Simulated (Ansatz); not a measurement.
A relaxation computed with Ansatz, from input to last step.

```yaml
crystal:
  lattice:
    - [-5.6497337702, -5.6924698655, -0.0092348856]
    - [0.0078133394, -5.6910483193, 5.6482728123]
    - [-5.7193840403, 0.0788851556, 5.7193446285]
  atoms:
    - { symbol: Ga, position: [0.980023599, 0.9806409757, 0.4803934874] }
    - { symbol: Ga, position: [0.4291058918, 0.0408001123, 0.511476083] }
    - { symbol: Ga, position: [0.0400572631, 0.4298615066, 0.5115555937] }
    - { symbol: Ga, position: [0.5112216306, 0.5121979626, 0.5044849281] }
    - { symbol: Ga, position: [0.9816821545, 0.9826295273, 0.0523218268] }
    - { symbol: Ga, position: [0.51546096, 0.9973440415, 0.9927793824] }
    - { symbol: Ga, position: [0.9962044281, 0.5163890688, 0.9929815498] }
    - { symbol: Ga, position: [0.5126459327, 0.5138009701, 0.9730310309] }
    - { symbol: As, position: [0.1336140955, 0.1345415823, 0.1165806368] }
    - { symbol: As, position: [0.6153587635, 0.1377282463, 0.1271501192] }
    - { symbol: As, position: [0.1366530353, 0.6162449857, 0.1273310544] }
    - { symbol: As, position: [0.6238908675, 0.6248340667, 0.1286451363] }
    - { symbol: As, position: [0.6147797216, 0.1342583295, 0.6213268238] }
    - { symbol: As, position: [0.1334418027, 0.6153172692, 0.6215776476] }
    - { symbol: As, position: [0.6479023564, 0.648191191, 0.6057801533] }
  symmetry: { detect: false }
basis:
  ecutwfc: 420
kpoints:
  mp_grid: { grid: [3, 3, 3] }
hamiltonian:
  xc: pbe
scf:
  occupations: { method: gaussian, width: 0.1 }
  lower_state_search: "off"
output:
  forces: true
  stress: true
  eigenvalues: true
relax:
  adjacent_minimum: "off"
  f_tol: 0.04
  max_steps: 25
  cell: { stress_tol: 0.3 }
```

```bash
ansatz run input.yaml --threads 4 --pin off --max-ram 9216MiB --backend cpu --events-out ev --progress --plain --runs-dir out
```

These are results of Ansatz, DFT PBE, scalar-relativistic, plane waves, PAW, not measurements.

Of 6 frames 6 are shown, positions in Å and forces in eV/Å; the SCF threshold varies from step to step. Steps run on the plane waves of an earlier cell, with a Pulay correction in the pressure. The basis is chosen afresh for the last frame, the zero of the energies, and can be on the way; energy and pressure step there, also at an unchanged geometry.

```xyz
15
Lattice="-5.6497 -5.6925 -0.0092 0.0078 -5.6910 5.6483 -5.7194 0.0789 5.7193" Properties=species:S:1:pos:R:3:forces:R:3 pbc="T T T" step=1 free_energy_over_end_meV_per_atom=2.80 pressure_GPa=0.14
Ga   -8.2768  -11.1217    8.2774   -0.0340   -0.1430    0.0380
Ga   -5.3493   -2.6345    3.1518   -0.0750   -0.0310   -0.0810
Ga   -3.1487   -2.6340    5.3534    0.0750   -0.0270    0.0670
Ga   -5.7696   -5.7853    5.7736   -0.0120   -0.0190    0.0050
Ga   -5.8378  -11.1763    5.8403    0.0170   -0.0220   -0.0120
Ga   -8.5825   -8.5319   11.3066    0.0150    0.0020   -0.0050
Ga  -11.3035   -8.5313    8.5867    0.0020    0.0010   -0.0170
Ga   -8.4574   -5.7655    8.4625   -0.0030   -0.0170    0.0000
As   -1.4206   -1.5171    1.4255   -0.0180    0.0360    0.0130
As   -4.2028   -4.2767    1.4995    0.0150    0.0630   -0.0030
As   -1.4955   -4.2749    4.2077    0.0020    0.0580   -0.0210
As   -4.2557   -7.0973    4.2592    0.0020   -0.0010    0.0050
As   -7.0259   -4.2147    4.3062    0.0370    0.0160    0.1140
As   -4.3041   -4.2124    7.0293   -0.1130    0.0090   -0.0340
As   -7.1201   -7.3293    7.1198    0.0900    0.0770   -0.0700
15
Lattice="-5.7306 -5.7360 0.0876 -0.0865 -5.7371 5.7318 -5.7883 -0.0308 5.7884" Properties=species:S:1:pos:R:3:forces:R:3 pbc="T T T" step=2 free_energy_over_end_meV_per_atom=0.94 pressure_GPa=-0.05
Ga   -8.5094  -11.2851    8.5160    0.0060   -0.0660   -0.0070
Ga   -5.4757   -2.7480    3.2299    0.0180    0.0310   -0.0270
Ga   -3.2246   -2.7486    5.4812    0.0290    0.0280   -0.0160
Ga   -5.8895   -5.8959    5.8950    0.0690    0.0670   -0.0660
Ga   -6.0076  -11.2788    6.0146    0.0500   -0.0500   -0.0510
Ga   -8.7947   -8.7019   11.5184    0.0910    0.0460   -0.0250
Ga  -11.5121   -8.7004    8.8014    0.0270    0.0430   -0.0900
Ga   -8.6176   -5.9130    8.6234    0.0560    0.0680   -0.0530
As   -1.4349   -1.5202    1.4399   -0.0670    0.0170    0.0670
As   -4.2606   -4.3062    1.5527   -0.0600   -0.0160    0.0940
As   -1.5468   -4.3069    4.2667   -0.0950   -0.0130    0.0590
As   -4.3526   -7.1506    4.3597   -0.0540   -0.0480    0.0500
As   -7.1353   -4.3205    4.4393   -0.0380   -0.0020   -0.0390
As   -4.4340   -4.3209    7.1414    0.0390    0.0000    0.0370
As   -7.2431   -7.4197    7.2500   -0.0710   -0.1040    0.0670
15
Lattice="-5.7130 -5.7167 0.0588 -0.0587 -5.7169 5.7133 -5.7702 -0.0025 5.7703" Properties=species:S:1:pos:R:3:forces:R:3 pbc="T T T" step=3 free_energy_over_end_meV_per_atom=0.29 pressure_GPa=-0.02
Ga   -8.4586  -11.2410    8.4635   -0.0150   -0.0460    0.0150
Ga   -5.4505   -2.7109    3.2013   -0.0140   -0.0040   -0.0210
Ga   -3.1965   -2.7111    5.4557    0.0210   -0.0040    0.0140
Ga   -5.8536   -5.8550    5.8586    0.0300    0.0260   -0.0290
Ga   -5.9580  -11.2436    5.9633    0.0260   -0.0310   -0.0250
Ga   -8.7333   -8.6429   11.4645    0.0310    0.0080   -0.0020
Ga  -11.4594   -8.6422    8.7388    0.0020    0.0070   -0.0310
Ga   -8.5728   -5.8604    8.5781    0.0080    0.0280   -0.0070
As   -1.4356   -1.5166    1.4403   -0.0180    0.0040    0.0180
As   -4.2517   -4.2905    1.5383   -0.0090    0.0050    0.0310
As   -1.5332   -4.2905    4.2568   -0.0320    0.0050    0.0090
As   -4.3266   -7.1287    4.3321   -0.0120   -0.0100    0.0120
As   -7.1122   -4.2894    4.3998    0.0020    0.0120    0.0040
As   -4.3953   -4.2893    7.1174   -0.0030    0.0120   -0.0020
As   -7.2097   -7.3850    7.2149   -0.0160   -0.0110    0.0160
15
Lattice="-5.7139 -5.7153 0.0519 -0.0517 -5.7155 5.7141 -5.7687 0.0023 5.7688" Properties=species:S:1:pos:R:3:forces:R:3 pbc="T T T" step=4 free_energy_over_end_meV_per_atom=0.22 pressure_GPa=-0.04
Ga   -8.4713  -11.2554    8.4761   -0.0150   -0.0500    0.0150
Ga   -5.4607   -2.7135    3.1772    0.0140    0.0200    0.0120
Ga   -3.1724   -2.7137    5.4658   -0.0120    0.0200   -0.0140
Ga   -5.8447   -5.8409    5.8496    0.0240    0.0280   -0.0240
Ga   -5.9600  -11.2354    5.9653    0.0400   -0.0430   -0.0400
Ga   -8.7195   -8.6347   11.4576    0.0280    0.0060   -0.0020
Ga  -11.4525   -8.6339    8.7251    0.0020    0.0040   -0.0280
Ga   -8.5722   -5.8515    8.5775    0.0130    0.0290   -0.0130
As   -1.4391   -1.5143    1.4439   -0.0130   -0.0100    0.0130
As   -4.2509   -4.2888    1.5299    0.0070   -0.0050    0.0300
As   -1.5248   -4.2888    4.2561   -0.0300   -0.0040   -0.0070
As   -4.3234   -7.1282    4.3290   -0.0070   -0.0130    0.0070
As   -7.1118   -4.2859    4.3864   -0.0090    0.0090    0.0200
As   -4.3819   -4.2857    7.1170   -0.0190    0.0100    0.0090
As   -7.2026   -7.3686    7.2077   -0.0220    0.0000    0.0220
15
Lattice="-5.7119 -5.7088 0.0521 -0.0521 -5.7088 5.7119 -5.7648 0.0000 5.7648" Properties=species:S:1:pos:R:3:forces:R:3 pbc="T T T" step=5 free_energy_over_end_meV_per_atom=0.02 pressure_GPa=0.01
Ga   -8.4789  -11.2653    8.4838   -0.0070    0.0390    0.0070
Ga   -5.4726   -2.7070    3.1716   -0.0150   -0.0040   -0.0110
Ga   -3.1668   -2.7070    5.4776    0.0110   -0.0040    0.0150
Ga   -5.8291   -5.8280    5.8339   -0.0190    0.0010    0.0190
Ga   -5.9225  -11.2592    5.9273   -0.0010    0.0180    0.0020
Ga   -8.7120   -8.6253   11.4620    0.0000   -0.0110   -0.0070
Ga  -11.4571   -8.6257    8.7168    0.0070   -0.0090    0.0010
Ga   -8.5720   -5.8303    8.5768    0.0080   -0.0050   -0.0080
As   -1.4357   -1.5086    1.4406    0.0040   -0.0320   -0.0040
As   -4.2584   -4.2817    1.5317   -0.0050    0.0000   -0.0090
As   -1.5270   -4.2817    4.2633    0.0090    0.0000    0.0050
As   -4.3193   -7.1275    4.3239    0.0020    0.0070   -0.0030
As   -7.1147   -4.2813    4.3842   -0.0020   -0.0080   -0.0030
As   -4.3793   -4.2814    7.1195    0.0030   -0.0080    0.0020
As   -7.2008   -7.3419    7.2056    0.0060    0.0170   -0.0050
15
Lattice="-5.7119 -5.7088 0.0521 -0.0521 -5.7088 5.7119 -5.7648 0.0000 5.7648" Properties=species:S:1:pos:R:3:forces:R:3 pbc="T T T" step=6 free_energy_over_end_meV_per_atom=0.00 pressure_GPa=0.01
Ga   -8.4789  -11.2653    8.4838   -0.0070    0.0390    0.0070
Ga   -5.4726   -2.7070    3.1716   -0.0150   -0.0040   -0.0110
Ga   -3.1668   -2.7070    5.4776    0.0110   -0.0040    0.0150
Ga   -5.8291   -5.8280    5.8339   -0.0190    0.0010    0.0190
Ga   -5.9225  -11.2592    5.9273   -0.0010    0.0180    0.0020
Ga   -8.7120   -8.6253   11.4620    0.0000   -0.0110   -0.0070
Ga  -11.4571   -8.6257    8.7168    0.0070   -0.0090    0.0010
Ga   -8.5720   -5.8303    8.5768    0.0080   -0.0060   -0.0080
As   -1.4357   -1.5086    1.4406    0.0040   -0.0320   -0.0040
As   -4.2584   -4.2817    1.5317   -0.0050    0.0000   -0.0090
As   -1.5270   -4.2817    4.2633    0.0090    0.0000    0.0050
As   -4.3193   -7.1275    4.3239    0.0020    0.0070   -0.0030
As   -7.1147   -4.2813    4.3842   -0.0020   -0.0080   -0.0030
As   -4.3793   -4.2814    7.1195    0.0030   -0.0080    0.0020
As   -7.2008   -7.3419    7.2056    0.0060    0.0170   -0.0050
```

Time: 66 s on 4 threads of Intel(R) Xeon(R) 6975P-C (Granite Rapids) (shared host), peak memory 1.5 GiB.

The k mesh is coarse.